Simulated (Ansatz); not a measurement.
The cell is COD entry 2100858, as deposited and not checked against the literature; nothing was relaxed.

BaTiO3: DFT, PBE, PAW with Ansatz's default frozen-core files, scalar-relativistic (Ansatz 0.2.0).

Command: `ansatz run input.yaml --threads 2 --pin off --max-ram 6144MiB --backend cpu --events-out ev --progress --plain --runs-dir out` The run took 29 s on 2 threads of Arm Neoverse V1 (shared host), peak memory 0.48 GiB.

```yaml
crystal:
  lattice:
    - [3.9998, 0.0, 0.0]
    - [0.0, 3.9998, 0.0]
    - [0.0, 0.0, 4.018]
  atoms:
    - { symbol: Ba, position: [0.0, 0.0, 0.0] }
    - { symbol: Ti, position: [0.5, 0.5, 0.482] }
    - { symbol: O, position: [0.5, 0.5, 0.016] }
    - { symbol: O, position: [0.5, 0.0, 0.515] }
    - { symbol: O, position: [0.0, 0.5, 0.515] }
kpoints:
  mp_grid: { grid: [7, 7, 7] }
  band_path:
    path:
      - [0.0, 0.0, 0.0]
      - [0.0, 0.5, 0.0]
      - [0.5, 0.5, 0.0]
      - [0.0, 0.0, 0.0]
      - [0.0, 0.0, 0.5]
      - [0.0, 0.5, 0.5]
      - [0.5, 0.5, 0.5]
      - [0.0, 0.0, 0.5]
      - [0.0, 0.5, 0.0]
    npoints: 14
scf:
  occupations: { method: fermi_dirac, width: 0.08 }
hamiltonian:
  xc: pbe
  pseudopotentials: { kind: paw }
output:
  forces: true
  stress: true
  eigenvalues: true
  efg: { contact_densities: true }
  populations: true
  bader: true
  dos: { projected: true, de: 0.2, e_range: [-14, 8] }
  write_density: true
  write_potential: true
  elf: true
  volumetric_format: npy
```

Output:

```
Ba: output.efg is read without spin–orbit coupling, which moves field gradients at and beside such atoms by some per cent and up to a factor of two; PAW files take it under magnetization.noncollinear and magnetization.spin_orbit
Engine: ansatz 0.2.0
Pseudopotentials: kind: paw
Pseudopotential: Ba, paw, valence charge 10, recommended cutoff 420 eV (normal)
Pseudopotential: Ti, paw, valence charge 12, recommended cutoff 420 eV (normal)
Pseudopotential: O, paw, valence charge 6, recommended cutoff 420 eV (normal)
Functional definition: PBE
  parameter kappa = 0.804
  parameter beta = 0.06672455060314922
  exchange = pbe_x(kappa = kappa, mu = beta*pi^2/3)
  correlation = pbe_c(beta = beta)
Crystal: 5 atoms, lattice volume = 64.282 Å³
Basis set: ecut = 420 eV, 1237 PW (Γ), exchange–correlation on 54×54×54 points (8 copies of the dense FFT grid, shifted against one another)
Bands: 25, of which v1, the nominal top of the filled ones, is band 20 counted from 1 (19 counted from 0)
Symmetry: 8 space group operations
Space group: P4mm (ITA 99), of the structure as read, at distance tolerance 4.0e-5 Å
k-points: 40 of 343 (time reversal used)
Non-local potential: Ba, projectors of the file, l = 0: 3, l = 1: 2, l = 2: 2, l = 3: 2
Non-local potential: Ti, projectors of the file, l = 0: 3, l = 1: 2, l = 2: 3, l = 3: 1
Non-local potential: O, projectors of the file, l = 0: 2, l = 1: 2, l = 2: 1
PAW form: soft (Blöchl's): semilocal exchange-correlation on the pseudo side does not see the compensation charge
PAW one-centre angular grid: Ba, 194 points (default); XC on 64 Gauss nodes
PAW one-centre angular grid: Ti, 590 points (default); XC on 64 Gauss nodes
PAW one-centre angular grid: O, 110 points (default); XC on 64 Gauss nodes
Initial density: superposition of atomic densities (neutral atoms: chi_scale 0, normalization atom), corrected by the library's trained network
Initial wavefunctions: pseudopotential atomic-orbital guess
Functional: x = pbe(κ = 0.804, μ = 0.2195149727645171), c = pbe(β = 0.06672455060314922)
SCF iter   1: F=—  HF=-10159.577849 eV  |F-HF|=—  |Δ(HF+E_count)|=         —  Δρ=1.61e-3  dr2=1.06e-3  ethr=1.77e-3  ⟨swp⟩=5.8  Hψ=4898  notcnv=0
preconditioner: auto → Resta (q_TF=auto, 2.521 Å⁻¹)  ε∞=5.8  [insulator: Δε(μ)=1.918 eV  Ē_g=11.919 eV  σ=0.080 eV  W_gap=1.00  n_scr=18 (ndim 8)  ℏωp=26.2 eV  f_vac=0.000  D(μ)=0.00/eV (n_scr^D=0)  ε∞_Penn≈5.8]
SCF iter   2: F=—  HF=-10159.578148 eV  |F-HF|=—  |Δ(HF+E_count)|=   2.98e-4  Δρ=7.87e-4  dr2=2.75e-4  ethr=2.64e-6  ⟨swp⟩=2.0  Hψ=2005  notcnv=0
SCF iter   3: F=—  HF=-10159.578288 eV  |F-HF|=—  |Δ(HF+E_count)|=   1.41e-4  Δρ=1.10e-4  dr2=1.37e-5  ethr=6.87e-7  ⟨swp⟩=2.2  Hψ=1465  notcnv=0
SCF iter   4: F=—  HF=-10159.577670 eV  |F-HF|=—  |Δ(HF+E_count)|=   6.18e-4  Δρ=4.89e-5  dr2=1.42e-6  ethr=3.43e-8  ⟨swp⟩=2.0  Hψ=1759  notcnv=0
SCF iter   5: F=—  HF=-10159.577670 eV  |F-HF|=—  |Δ(HF+E_count)|=   6.87e-8  Δρ=1.69e-5  dr2=1.31e-7  ethr=3.54e-9  ⟨swp⟩=2.1  Hψ=1739  notcnv=0
SCF iter   6: F=-10159.577670 eV  HF=-10159.577670 eV  |F-HF|=1.87e-9  |Δ(HF+E_count)|=   8.55e-9  Δρ=3.61e-6  dr2=5.75e-9  ethr=2.50e-10  ⟨swp⟩=9.5  Hψ=7230  notcnv=0
SCF 1 converged in 6 iterations: F = -10159.577670 eV  dr2 = 5.75e-9
  greatest PAW one-centre occupation: 0.999 electrons in one spin orbital (limit 2), on the Ti atom at site 1 (counted from 0), in its partial waves of l = 0
NSCF: frozen V_eff on 113 k-points
SCF converged after 6 iterations
Free energy (F): -10159.577670 eV
Harris-Foulkes:  -10159.577670 eV  (|F-HF|=1.87e-9)
Internal energy: -10159.577669 eV  (E = F + TS)
E sigma→0 (E₀):  -10159.577670 eV
Entropy (-TS):   -0.000001 eV (-0.000 meV/atom)
Fermi energy:    11.283269 eV
--- Per-component energies (eV) ---
  E_band       = -141.159591
  E_kinetic    = 970.361936
  E_local      = -2103.227804  (includes V_loc(G=0)·N_el)
  E_nonlocal   = 203.616136
  E_hartree    = 821.700188
  E_xc         = -491.572790
  E_vxc        = -546.278312  (∫ρ·V_xc dr)
  E_paw        = -6744.605512  (= ΣΔE_a)
  E_vpaw       = -309.040403  (= ΣTr[D̂ρ^β])
  E_aug_tail   = 0.007424  (compensation charges beyond the density's cutoff)
  E_ewald      = -2815.857247
  E_smearing   = -0.000001  (= −TS)
  E_closure    = 0.000000  (closes the sum)
  Σ components = -10159.577670   (vs F -10159.577670, Δ=0.00e0)
--- Forces (eV/Å), atoms counted from 1 ---
  atom   1  Ba    -0.00000000     0.00000000    -0.09479610
  atom   2  Ti     0.00000000     0.00000000     0.03674598
  atom   3  O      0.00000000     0.00000000     0.35136901
  atom   4  O     -0.00000000    -0.00000000    -0.14665307
  atom   5  O     -0.00000000    -0.00000000    -0.14665307
  max |Σ_I F_I| component: 1.28e-5 eV/Å
--- Stress (GPa, compression-positive) ---
        2.164000       0.000000       0.000000
        0.000000       2.164000       0.000000
        0.000000       0.000000       3.651859
  P = ⅓ Tr σ = 2.6600 GPa (26.600 kbar)
--- PAW observables at the nuclei: V_zz in 10²¹ V/m², potentials from the cell's mean, atoms counted from 1 ---
  atom   1  Ba V_zz =    -0.458274   η = 0.0000   by run symmetry: allowed
            electrostatic potential = -9627.893583 V   contact ρ = 2065457.807309 e/Å³
  atom   2  Ti V_zz =    -0.117815   η = 0.0000   by run symmetry: allowed
            electrostatic potential = -2530.167946 V   contact ρ = 56791.156104 e/Å³
  atom   3  O  V_zz =    +1.728205   η = 0.0000   by run symmetry: allowed
            electrostatic potential = -627.959199 V   contact ρ = 2157.650034 e/Å³
  atom   4  O  V_zz =    +2.811878   η = 0.0311   by run symmetry: allowed
            electrostatic potential = -628.066840 V   contact ρ = 2157.375685 e/Å³
  atom   5  O  V_zz =    +2.811878   η = 0.0311   by run symmetry: allowed
            electrostatic potential = -628.066840 V   contact ρ = 2157.375685 e/Å³
--- Band table (eV; the first three rows and the last of 40) ---
  k-point 0: bands = ["-46.1778", "-22.4434", "-22.3996", "-22.3996", "-14.3832", "-6.5699", "-5.9366", "-5.8488", "0.4227", "0.4227", "0.4278", "8.0073", "8.0156", "8.0156", "9.0161", "9.0161", "9.1513", "9.9933", "10.0247", "10.0247", "12.1585", "12.4484", "12.4484", "14.3662", "14.5110"]
  k-point 1: bands = ["-46.1776", "-22.4529", "-22.3993", "-22.3993", "-14.3616", "-6.5677", "-5.9358", "-5.8429", "0.4522", "0.4522", "0.5090", "7.6599", "7.9557", "7.9557", "8.8198", "8.8198", "8.9904", "9.5848", "9.9474", "9.9474", "12.1819", "12.7659", "12.7659", "14.3648", "14.9919"]
  k-point 2: bands = ["-46.1773", "-22.4741", "-22.3984", "-22.3984", "-14.3122", "-6.6366", "-5.8468", "-5.8294", "0.5206", "0.5206", "0.6896", "6.9138", "7.7732", "7.7732", "8.5158", "8.5158", "8.6694", "8.9066", "9.7858", "9.7858", "12.2357", "13.4044", "13.4044", "14.3642", "15.8113"]
  k-point 39: bands = ["-46.1754", "-22.4852", "-22.4434", "-22.4433", "-14.1294", "-5.8182", "-5.6879", "-5.6475", "-0.2298", "-0.2134", "-0.1063", "5.9727", "6.5914", "6.6408", "7.7354", "7.9047", "7.9399", "10.0727", "10.1028", "10.2207", "14.4207", "14.4331", "14.4414", "17.0122", "17.2963"]
--- Löwdin populations: 5 sites ---
  site symbol       q [e]
     0     Ba      8.2269
     1     Ti     10.7924
     2      O      6.8537
     3      O      6.8853
     4      O      6.8853
  spilling = 0.008909 (of n_electrons = 40.000000)
--- Bader charges: 5 sites ---
  site symbol  charge [e]  shift [e]
     0     Ba      1.5339     0.0000
     1     Ti      2.2084     0.0032
     2      O     -1.2318     0.0015
     3      O     -1.2553     0.0009
     4      O     -1.2553     0.0009
  estimated error of the sums over rays = 4.4e-4 e
```

populations.tsv:

```
# site	symbol	l	j	q
# orbitals = lowdin
# n_electrons = 40.000000
# spilling = 0.008909
0	Ba	0_5S	-	1.923715
0	Ba	0_6S	-	0.354894
0	Ba	1_5P	-	5.948258
1	Ti	0_3S	-	1.909856
1	Ti	0_4S	-	0.498514
1	Ti	1_3P	-	5.986621
1	Ti	2_3D	-	2.397421
2	O	0_2S	-	1.798862
2	O	1_2P	-	5.054870
3	O	0_2S	-	1.799139
3	O	1_2P	-	5.086170
4	O	0_2S	-	1.799139
4	O	1_2P	-	5.086170
```

bader_charges.tsv:

```
# site	symbol	x_ang	y_ang	z_ang	partial_charge_e	electrons	volume_ang3	relative_density_drop	shared_charge_e	partial_wave_shift_e
# quadrature_error_electrons = 4.4e-4
0	Ba	0.0000	0.0000	0.0000	1.53390	54.46610	20.40	-	1.53390	0.00000
1	Ti	1.9999	1.9999	1.9367	2.20844	19.79156	7.22	-	2.20844	0.00317
2	O	1.9999	1.9999	0.0643	-1.23181	9.23181	12.16	-	-1.23181	0.00147
3	O	1.9999	0.0000	2.0693	-1.25526	9.25526	12.25	-	-1.25526	0.00085
4	O	0.0000	1.9999	2.0693	-1.25526	9.25526	12.25	-	-1.25526	0.00085
```
